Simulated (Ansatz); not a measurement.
## A series in volume per atom on MgO

RPA correlation energy a cell on Kohn-Sham orbitals, extrapolated from a short ladder of response cutoffs, so that it still moves with the top cutoff, by eV on d, semicore and core shells, all electrons in the bands correlated, with its value at the highest cutoff run. The results are calculated, by Ansatz 0.2.0-dev trial.

Cell of the first row (space group Fm-3m, No. 225):
```
cell vectors (Å)
   0.0000     2.0478     2.0478
   2.0478     0.0000     2.0478
   2.0478     2.0478     0.0000
atoms (fractions of the cell vectors)
Mg  0.00000  0.00000  0.00000
O   0.50000  0.50000  0.50000
```

Settings of every row: orbitals functional PBE; datasets soft_paw first; wave cutoff 420 eV; k mesh 4x4x4; correlated electrons 16; response cutoff 280 eV; long wavelength term neglected.

Limits: coarse mesh, values belong to these settings and can lie far from the converged crystal; semicore, core, d or f shells correlated, value can fall a third or half short of the basis limit; soft datasets can hold too little correlation.

```
row  volume per atom (Å³)  RPA correlation (eV)  correlation at top cutoff (eV)
  1                 8.587              -15.4635                        -13.8002
  2                 8.961                     ?                               ?
  3                 9.334              -15.5263                        -13.8724
  4                 9.707              -15.5624                        -13.9274
  5                10.081              -15.5958                        -13.9496
```

Question: what RPA correlation should row 2 give?

Worked fit of RPA correlation. Take t = volume per atom − 9.4, in Å³. The shown rows have t = -0.813, -0.066, 0.307, 0.681. Their means are 0.02725 and -15.537 eV; the sums about the means are S_tt = 1.22 and S_ty = -0.1083, whose ratio is the slope. Least squares give RPA correlation = −15.53458 − 0.08875 × t eV. The rows lie off it by -0.0011, 0.0024, -0.0006, -0.0008 (root mean square 0.0014 eV). The withheld row has t = -0.439, so the fit gives −15.53458 − 0.08875 × (-0.439) = -15.4956 eV.

The calculation gave -15.4932 eV. The fit lies 0.0024 eV (1.8 % of the column's range) below it; its largest miss of a shown row is 0.0024 eV.

The other values of row 2: correlation at top cutoff -13.8206 eV.
